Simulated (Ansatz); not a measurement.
# ZnS: elastic constants, part 2 of 2

How stiff is the crystal, and how unevenly? Runs: reference run (LAPW and crystal datasets). Companion runs by PAW are cited.

Ansatz 0.2.0; DFT LDA.

### 3 Reference run, crystal datasets

input.yaml reads:

```yaml
crystal:
  lattice:
    - [3.73822399095, 0.0, 0.0]
    - [-1.86911199548, 3.2373969412, 0.0]
    - [0.0, 0.0, 6.14301705192]
  atoms:
    - { symbol: Zn, position: [0.333333333333, 0.666666666667, 0.005591673688] }
    - { symbol: Zn, position: [0.666666666667, 0.333333333333, 0.505591673688] }
    - { symbol: S, position: [0.333333333333, 0.666666666667, 0.379408326312] }
    - { symbol: S, position: [0.666666666667, 0.333333333333, 0.879408326312] }
kpoints:
  mp_grid: { grid: [8, 8, 4] }
scf:
  occupations: { method: fixed }
hamiltonian:
  xc: lda
  pseudopotentials: { kind: all_electron, datasets: crystal }
elastic:
  mode: relaxed_ion
  stencil: two_point
  amplitude: 0.008
```

Command:

```sh
ansatz run input.yaml --threads 2 --pin off --max-ram 5120MiB --backend cpu --events-out ev --progress --plain --runs-dir out
```

Log:

```text
hamiltonian.pseudopotentials.datasets: crystal makes datasets for this crystal and solves the spheres of its atoms anew in each pass: cutoff 320.0 eV, the density's 1280.0 eV; for an error of 0.50 meV an atom under PBE, 2.0 meV for the cell; an energy difference from a run of another recipe may be off by several times the error for the cell, under r2SCAN by more, where some 0.1 meV an atom stays at smaller errors; S in spheres of 1.000 Å, 6 of its electrons in bands; Zn in spheres of 1.222 Å, 12 of its electrons in bands, 8 on its site; only band paths and densities of states list, in semicore columns, the levels of the semicore shells that are solved separately: 3s of Zn, 3p of Zn
Engine: ansatz 0.2.0
Pseudopotentials: kind: all_electron
Pseudopotential: Zn, paw, valence charge 20, recommended cutoff 320 eV (normal), crystal/all_electron/lda/scalar/gaussian/Zn, Koelling and Harmon's equation, gaussian nucleus
Pseudopotential: S, paw, valence charge 6, recommended cutoff 320 eV (normal), crystal/all_electron/lda/scalar/gaussian/S, Koelling and Harmon's equation, gaussian nucleus
Functional definition: SPW92
  exchange = slater_x
  correlation = pw_c
davidson cushion auto → on  (no smearing: the cushion is to keep the highest requested band from converging to the state above it; pin scf.eigensolver.cushion to override)
Crystal: 4 atoms, lattice volume = 74.343 Å³
Basis set: ecut = 320 eV, 989 PW (Γ)
Bands: 22, of which v1, the nominal top of the filled ones, is band 18 counted from 1 (17 counted from 0)
Symmetry: 12 space group operations
Space group: P63mc (ITA 186), of the structure as read, at distance tolerance 4.2e-5 Å
k-points: 30 of 256 (time reversal used)
Non-local potential: Zn, projectors of the file, l = 0: 1, l = 1: 1, l = 2: 2
Non-local potential: S, projectors of the file, l = 0: 1, l = 1: 1, l = 2: 2
PAW form: soft (Blöchl's): semilocal exchange-correlation on the pseudo side does not see the compensation charge
PAW one-centre angular grid: Zn, 590 points (default); XC on its mesh's 1885 points in the sphere
PAW one-centre angular grid: S, 110 points (default); XC on its mesh's 1883 points in the sphere
Initial density: superposition of atomic densities (neutral atoms: chi_scale 0, normalization atom)
Initial wavefunctions: pseudopotential atomic-orbital guess
Functional: x = slater, c = lda
iter 1 solved again at ethr=6.57e-3 eV; its pass at ethr=1.00e-1 eV (dr2=2.36e0 eV) is discarded
SCF iter   1: F=—  HF=-119265.313935 eV  |F-HF|=—  |Δ(HF+E_count)|=         —  Δρ=4.56e-2  dr2=2.30e0  ethr=6.57e-3  ⟨swp⟩=2.6  Hψ=3692  notcnv=0
preconditioner: auto → Resta (q_TF=auto, 2.418 Å⁻¹)  ε∞=7.4  [insulator: Δε(μ)=2.400 eV  Ē_g=10.237 eV  n_scr=22 (ndim 8)  ℏωp=25.8 eV  f_vac=0.003  ε∞_Penn≈7.4]
SCF iter   2: F=—  HF=-119264.621045 eV  |F-HF|=—  |Δ(HF+E_count)|=   6.93e-1  Δρ=2.02e-2  dr2=3.56e-1  ethr=6.38e-3  ⟨swp⟩=2.9  Hψ=1519  notcnv=0  defer=4
SCF iter   3: F=—  HF=-119264.532575 eV  |F-HF|=—  |Δ(HF+E_count)|=   8.85e-2  Δρ=1.32e-2  dr2=1.24e-1  ethr=9.88e-4  ⟨swp⟩=3.1  Hψ=1965  notcnv=0  defer=1
iter 4 solved again at ethr=2.80e-5 eV; its pass at ethr=3.45e-4 eV (dr2=1.01e-2 eV) is discarded
SCF iter   4: F=—  HF=-119264.458297 eV  |F-HF|=—  |Δ(HF+E_count)|=   7.43e-2  Δρ=4.50e-3  dr2=1.01e-2  ethr=2.80e-5  ⟨swp⟩=2.0  Hψ=3779  notcnv=0
SCF iter   5: F=—  HF=-119264.457591 eV  |F-HF|=—  |Δ(HF+E_count)|=   7.06e-4  Δρ=1.56e-3  dr2=1.66e-3  ethr=2.80e-5  ⟨swp⟩=3.0  Hψ=1551  notcnv=0
SCF iter   6: F=—  HF=-119264.462528 eV  |F-HF|=—  |Δ(HF+E_count)|=   4.94e-3  Δρ=3.03e-4  dr2=8.72e-5  ethr=4.61e-6  ⟨swp⟩=3.0  Hψ=1577  notcnv=0
SCF iter   7: F=—  HF=-119264.462530 eV  |F-HF|=—  |Δ(HF+E_count)|=   2.04e-6  Δρ=1.18e-4  dr2=1.35e-5  ethr=2.42e-7  ⟨swp⟩=3.0  Hψ=1874  notcnv=0
SCF iter   8: F=—  HF=-119264.462538 eV  |F-HF|=—  |Δ(HF+E_count)|=   7.70e-6  Δρ=3.26e-5  dr2=1.00e-6  ethr=3.75e-8  ⟨swp⟩=3.0  Hψ=1571  notcnv=0  defer=1
SCF iter   9: F=—  HF=-119264.462538 eV  |F-HF|=—  |Δ(HF+E_count)|=   2.61e-7  Δρ=1.01e-5  dr2=9.64e-8  ethr=2.78e-9  ⟨swp⟩=3.4  Hψ=1638  notcnv=0  defer=1
SCF iter  10: F=—  HF=-119264.462538 eV  |F-HF|=—  |Δ(HF+E_count)|=   2.91e-8  Δρ=1.40e-6  dr2=2.18e-9  ethr=2.68e-10  ⟨swp⟩=3.3  Hψ=1737  notcnv=0  defer=1
SCF iter  11: F=—  HF=-119264.462538 eV  |F-HF|=—  |Δ(HF+E_count)|=   1.05e-8  Δρ=5.36e-7  dr2=2.21e-10  ethr=6.05e-12  ⟨swp⟩=3.4  Hψ=2189  notcnv=0  defer=1
SCF iter  12: F=—  HF=-119264.462538 eV  |F-HF|=—  |Δ(HF+E_count)|=  1.46e-10  Δρ=3.86e-7  dr2=1.34e-10  ethr=1.00e-12  ⟨swp⟩=3.4  Hψ=2080  notcnv=0
SCF iter  13: F=—  HF=-119264.462538 eV  |F-HF|=—  |Δ(HF+E_count)|=  5.82e-11  Δρ=9.06e-8  dr2=7.51e-12  ethr=1.00e-12  ⟨swp⟩=3.7  Hψ=1612  notcnv=0
SCF iter  14: F=—  HF=-119264.462538 eV  |F-HF|=—  |Δ(HF+E_count)|=  5.82e-11  Δρ=1.16e-8  dr2=1.32e-13  ethr=1.00e-12  ⟨swp⟩=2.5  Hψ=1494  notcnv=0
SCF iter  15: F=—  HF=-119264.462538 eV  |F-HF|=—  |Δ(HF+E_count)|=  7.28e-11  Δρ=8.69e-9  dr2=4.42e-14  ethr=1.00e-12  ⟨swp⟩=2.6  Hψ=1497  notcnv=0
SCF iter  16: F=—  HF=-119264.462538 eV  |F-HF|=—  |Δ(HF+E_count)|=  5.82e-11  Δρ=7.24e-9  dr2=1.67e-14  ethr=1.00e-12  ⟨swp⟩=2.5  Hψ=1494  notcnv=0
SCF iter  17: F=-119264.462538 eV  HF=-119264.462538 eV  |F-HF|=5.82e-11  |Δ(HF+E_count)|=  4.37e-11  Δρ=2.53e-9  dr2=4.10e-15  ethr=1.00e-12  ⟨swp⟩=2.6  Hψ=1495  notcnv=0
SCF 1 converged in 17 iterations: F = -119264.462521 eV  dr2 = 4.10e-15
  Residual-converged pass: ⟨swp⟩=3.1  Hψ=1651  notcnv=0  max |occ|·‖R‖ = 9.6e-9 eV (tolerance 1.0e-8 eV)  dr2=4.20e-15  dr2_onsite=2.14e-14  max |Δocc| = 0.0e0
relax step   1: F+E_penalty+E_count = -119264.46252083 eV  Δ(F+E_penalty+E_count) = +0.000e0 eV  max|allowed force component| = 5.288e-5 eV/Å  Δτ_max = 0.0000 Å  (17 SCF iters, accepted)
[... 14 lines left out ...]
relax step   2: F+E_penalty+E_count = -119264.46252083 eV  Δ(F+E_penalty+E_count) = -3.201e-10 eV  max|allowed force component| = 3.639e-5 eV/Å  Δτ_max = 0.0000 Å  (7 SCF iters, accepted)
[... 29 lines left out ...]
relax step   1: F+E_penalty+E_count = -119264.45982274 eV  Δ(F+E_penalty+E_count) = +0.000e0 eV  max|allowed force component| = 5.881e-2 eV/Å  Δτ_max = 0.0000 Å  (14 SCF iters, accepted)
[... 26 lines left out ...]
relax step   2: F+E_penalty+E_count = -119264.46207327 eV  Δ(F+E_penalty+E_count) = -1.654e-4 eV  max|allowed force component| = 1.393e-3 eV/Å  Δτ_max = 0.0028 Å  (11 SCF iters, accepted)
[... 14 lines left out ...]
relax step   3: F+E_penalty+E_count = -119264.46207349 eV  Δ(F+E_penalty+E_count) = -2.223e-7 eV  max|allowed force component| = 6.591e-4 eV/Å  Δτ_max = 0.0003 Å  (12 SCF iters, accepted)
[... 10 lines left out ...]
relax step   4: F+E_penalty+E_count = -119264.46207352 eV  Δ(F+E_penalty+E_count) = -3.519e-8 eV  max|allowed force component| = 1.591e-5 eV/Å  Δτ_max = 0.0000 Å  (8 SCF iters, accepted)
iter 1 solved again at ethr=1.00e-12 eV; its pass at ethr=1.00e-1 eV (dr2=1.09e-4 eV) is discarded
SCF iter   1: F=—  HF=-119264.462091 eV  |F-HF|=—  |Δ(HF+E_count)|=         —  Δρ=9.63e-9  dr2=3.80e-14  ethr=1.00e-12  ⟨swp⟩=4.3  Hψ=27787  notcnv=0
SCF iter   2: F=—  HF=-119264.462091 eV  |F-HF|=—  |Δ(HF+E_count)|=    0.00e0  Δρ=5.71e-9  dr2=1.84e-14  ethr=1.00e-12  ⟨swp⟩=2.2  Hψ=3844  notcnv=0
SCF iter   3: F=—  HF=-119264.462091 eV  |F-HF|=—  |Δ(HF+E_count)|=  1.46e-11  Δρ=6.18e-9  dr2=2.41e-14  ethr=1.00e-12  ⟨swp⟩=2.2  Hψ=3841  notcnv=0
SCF iter   4: F=-119264.462091 eV  HF=-119264.462091 eV  |F-HF|=4.37e-11  |Δ(HF+E_count)|=  2.91e-11  Δρ=1.23e-9  dr2=1.77e-15  ethr=1.00e-12  ⟨swp⟩=2.2  Hψ=3841  notcnv=0
SCF 34 converged in 4 iterations: F = -119264.462074 eV  dr2 = 1.77e-15
  Residual-converged pass: ⟨swp⟩=3.0  Hψ=3897  notcnv=0  max |occ|·‖R‖ = 9.3e-9 eV (tolerance 1.0e-8 eV)  dr2=1.65e-15  dr2_onsite=1.44e-15  max |Δocc| = 0.0e0
SCF converged after 3 iterations
Free energy (F): -119264.462521 eV
Harris-Foulkes:  -119264.462521 eV  (|F-HF|=2.91e-11)
Internal energy: -119264.462521 eV  (E = F + TS)
E sigma→0 (E₀):  -119264.462521 eV
Past the cutoff: the bands carry plane waves up to 1.75 times it, of which those up to 1.5 times it add -0.000252 eV an atom, each by itself; the spheres take 0.000926 eV an atom off the energy for waves past 1.75 times it
By the cutoff:   a pressure is off by up to 0.014 GPa (1.2 times the spheres' own share and the shells' term, over an atom's volume, and 0.004 GPa: a bound that held against runs at twice the plane waves)
Past the cutoffs: a stress includes 0.0007 GPa for waves and charges beyond them, in addition to the slope of what the spheres take
In the spheres:  the bands' charges fall short by 3.4e-6 e at most (sound up to 1e-3), those of shells solved beside the bands by 2.2e-8 e (sound up to 5e-4)
Fermi energy:    7.955956 eV
--- Per-component energies (eV) ---
  E_band       = 76.072141
  E_kinetic    = 395.702851
  E_local      = -8425.243661  (includes V_loc(G=0)·N_el)
  E_nonlocal   = -206.620359
  E_hartree    = 4176.768497
  E_xc         = -212.000532
  E_vxc        = -268.627905  (∫ρ·V_xc dr)
  E_paw        = -124670.190667  (= ΣΔE_a)
  E_vpaw       = -15401.407592  (= ΣTr[D̂ρ^β])
  E_ewald      = -5951.610470
  E_smearing   = -0.000000  (= −TS)
  E_closure    = 15628.731821  (closes the sum)
  Σ components = -119264.462521   (vs F -119264.462521, Δ=0.00e0)
  The terms above E_closure are by the made datasets' own strengths, without shells solved beside the bands.
--- Forces (eV/Å), atoms counted from 1 ---
  atom   1  Zn     0.00000000    -0.00000000     0.00003638
  atom   2  Zn    -0.00000000     0.00000000     0.00003638
  atom   3  S     -0.00000000     0.00000000    -0.00003641
  atom   4  S      0.00000000    -0.00000000    -0.00003641
  max |Σ_I F_I| component: 6.89e-8 eV/Å
--- Stress (GPa, compression-positive) ---
        0.011524       0.000000      -0.000000
        0.000000       0.011524       0.000000
       -0.000000       0.000000       0.003057
  P = ⅓ Tr σ = 0.0087 GPa (0.087 kbar)
  It holds what live shells' own plane waves past their cutoff add
--- Band table (eV; the first three rows and the last of 30) ---
  k-point 0: bands = ["-5.6350", "-4.5684", "1.2031", "1.2233", "1.2233", "1.3131", "1.3131", "1.7098", "1.7098", "1.7995", "1.7995", "1.9426", "2.1596", "6.9680", "6.9680", "7.8528", "7.9560", "7.9560", "10.1493", "10.9505", "14.0485", "14.0485"]
  k-point 1: bands = ["-5.5022", "-4.7537", "1.1911", "1.2321", "1.2321", "1.2953", "1.2953", "1.4188", "1.7264", "1.7264", "1.7900", "1.7900", "3.2346", "6.6733", "7.1008", "7.1008", "7.7975", "7.7975", "11.0819", "11.1081", "14.0011", "14.1493"]
  k-point 2: bands = ["-5.1535", "-5.1535", "1.2103", "1.2103", "1.2593", "1.2593", "1.2593", "1.2593", "1.7617", "1.7617", "1.7617", "1.7617", "4.8641", "4.8641", "7.4364", "7.4364", "7.4364", "7.4364", "11.4560", "11.4560", "14.5282", "14.5282"]
  k-point 29: bands = ["-4.2978", "-4.2978", "1.3108", "1.3108", "1.4056", "1.4056", "1.5948", "1.5948", "1.7325", "1.7325", "2.1104", "2.1104", "2.8400", "2.8400", "4.7644", "4.7644", "6.4239", "6.4239", "12.2286", "12.2286", "14.0914", "14.0914"]
--- Elastic constants: 3 strain directions × 2 members + reference (group order 12) ---
  dense FFT box of the reference and of every strained cell: 24×24×40
  strains applied: 11, 33, 23; error gains: componentwise 1.00 (the most a stress slope's error grows in a printed constant), spectral 1.41 (1 for all six strains in a standard setting)
  reference relaxed by the batch: 2 steps; max|allowed force component| 5.29e-5 eV/Å at the deck's positions, 3.64e-5 at the last accepted step, 3.64e-5 by the solve of record
  largest displacement 1.2e-6 Å; the constants are those of the deck's cell at these positions:
  atoms:
    - { symbol: Zn, position: [0.3333333333333334, 0.666666666666667, 0.005591875459959644] }
    - { symbol: Zn, position: [0.6666666666666667, 0.3333333333333335, 0.5055918754599596] }
    - { symbol: S, position: [0.3333333333333334, 0.666666666666667, 0.37940812454004036] }
    - { symbol: S, position: [0.6666666666666667, 0.3333333333333335, 0.8794081245400404] }
  C = ∂σ_k/∂η_j (tension-positive GPa; Voigt order 11 22 33 23 13 12):
       137.426     65.727     51.221      0.000      0.000      0.000
        65.727    137.426     51.221      0.000      0.000      0.000
        51.207     51.207    164.179     -0.000     -0.000      0.000
         0.000      0.000      0.000     30.490      0.000      0.000
        -0.000      0.000     -0.000      0.000     30.490      0.000
        -0.000     -0.000     -0.000      0.000      0.000     35.849
  reference stress σ⁰ (GPa):     -0.012     -0.012     -0.003     -0.000      0.000     -0.000
  C* (energy form; C + prestress term) asymmetry max|C*_kj − C*_jk| = 5.678e-3 GPa — a small one proves nothing (zero by symmetry where the batch's group is 432, −43m or m−3m); a large one is finite-difference/SCF noise where every solve meets its electron count
  moduli (Voigt/Reuss/Hill, GPa): K = 86.15/86.05/86.10   G = 37.42/35.77/36.60   E = 96.17   ν = 0.314
  mechanically stable: yes (min eigenvalue of sym C = 30.49 GPa)
  where every solve meets its electron count the energy-path curvature estimates C_jj along a normal strain and C_jj − ¼(σ⁰_aa + σ⁰_bb) along a shear (ab), closely only under elastic.basis: deformed
  strain η (Voigt 11):  stress-route row diagonal C_11 = 137.43 GPa, energy-path curvature d²(F+E_count)/dδ²/Ω₀ = 137.10 GPa
         δ    σ_11 (GPa)             F (eV)   n_scf  n_hpsi   n_pw
    -8.000e-3      -1.1279     -119264.4604215       3   32423    988   relax 5 steps, max|allowed force component| 3.90e-5 eV/Å
     8.000e-3       1.0709     -119264.4605487       3   32386   1004   relax 4 steps, max|allowed force component| 4.88e-6 eV/Å
  strain η (Voigt 33):  stress-route row diagonal C_33 = 164.18 GPa, energy-path curvature d²(F+E_count)/dδ²/Ω₀ = 163.99 GPa
         δ    σ_33 (GPa)             F (eV)   n_scf  n_hpsi   n_pw
    -8.000e-3      -1.3344     -119264.4600494       3   15395    989   relax 4 steps, max|allowed force component| 2.90e-5 eV/Å
     8.000e-3       1.2925     -119264.4601222       3   15419    996   relax 4 steps, max|allowed force component| 1.63e-7 eV/Å
  strain η (Voigt 23):  stress-route row diagonal C_44 = 30.49 GPa, energy-path curvature d²(F+E_count)/dδ²/Ω₀ = 30.14 GPa
         δ    σ_23 (GPa)             F (eV)   n_scf  n_hpsi   n_pw
    -8.000e-3      -0.2439     -119264.4620732       3   40089    989   relax 4 steps, max|allowed force component| 3.82e-5 eV/Å
     8.000e-3       0.2439     -119264.4620735       4   43210    989   relax 4 steps, max|allowed force component| 1.59e-5 eV/Å
```

Run time: 8.4 min. Hardware: 2 threads of Arm Neoverse V2, shared host; peak memory 0.96 GiB.

C in GPa (Voigt order xx, yy, zz, yz, xz, xy):

```
137.4  65.7  51.2   0.0   0.0   0.0
 65.7 137.4  51.2   0.0   0.0   0.0
 51.2  51.2 164.2   0.0   0.0   0.0
  0.0   0.0   0.0  30.5   0.0   0.0
  0.0   0.0   0.0   0.0  30.5   0.0
  0.0   0.0   0.0   0.0   0.0  35.8
```

### 4 All runs together

PAW rows come from companion runs at the same settings.

```
                           run    C11   C12   C13    C33   C44      K     G     E  Poisson ratio
            ions relaxed, LAPW  137.6  65.7  51.2  164.3  30.6   86.1  36.7  96.4          0.313
ions relaxed, crystal datasets  137.4  65.7  51.2  164.2  30.5   86.1  36.6  96.2          0.314
             ions relaxed, PAW  137.4  65.6  51.1  164.2  30.5   86.0  36.6  96.3          0.314
                 at 5 GPa, PAW  156.8  87.9  72.4  189.9  29.0  107.6  35.5  96.0          0.351
```

Constants and moduli in GPa; K, G and E are Hill averages.

### 5 Outcome

This closing draws on all 2 parts.

| quantity | value |
| --- | --- |
| C11 (LAPW) | 138 GPa |
| C12 (LAPW) | 66 GPa |
| C13 (LAPW) | 51 GPa |
| C33 (LAPW) | 164 GPa |
| C44 (LAPW) | 31 GPa |
| bulk, shear and Young's modulus | 86, 37, 96 GPa |
| Debye temperature from sound speeds | 363 K |
| universal anisotropy index | 0.23 |

**Reading.** All eigenvalues are positive, so the crystal is mechanically stable; by LAPW K = 86 and G = 37 GPa, K/G = 2.35, on the ductile side of Pugh's rough line at 1.75, which was drawn for metals. Young's modulus runs from 86 to 139 GPa with direction. PAW's constants lie within 0.2 GPa of LAPW's. Cautions: constants at zero field, no piezoelectric stiffening.
